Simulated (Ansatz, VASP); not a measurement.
## One calculation of Ge, two programs

```
Ge
1.0
    -2.47595    2.47595    1.40678
     2.47595   -2.47595    1.40678
     2.47595    2.47595   -1.40678
Ge
2
Cartesian
  2.4760 0.0000 0.7034
  0.0000 0.0000 1.4068
```

Alike in both runs: functional PBE; k mesh 8 × 8 × 8; occupations gaussian, width 0.1 eV; no spin polarisation.

Ansatz relaxed the structure, and its values are those at the end. VASP's run is a single point on that final structure, the one shown.

|  | VASP | Ansatz |
| --- | --- | --- |
| version | VASP 6.6.1 | Ansatz 0.2.0 |
| potentials or method | VASP PAW PBE potentials, release 64 (Ge_d) | scalar-relativistic, plane waves, PAW |
| plane-wave cutoff (eV) | 520 | 420 |
| valence electrons in the cell | 28 | 28 |

```tsv
	VASP	Ansatz	Ansatz less VASP
gap on the k mesh at the Fermi level (eV)	none	none	-
pressure (GPa)	9.8	9.8	+0.02
```

A gap of «none» marks a metal or a gap that the smearing closes.
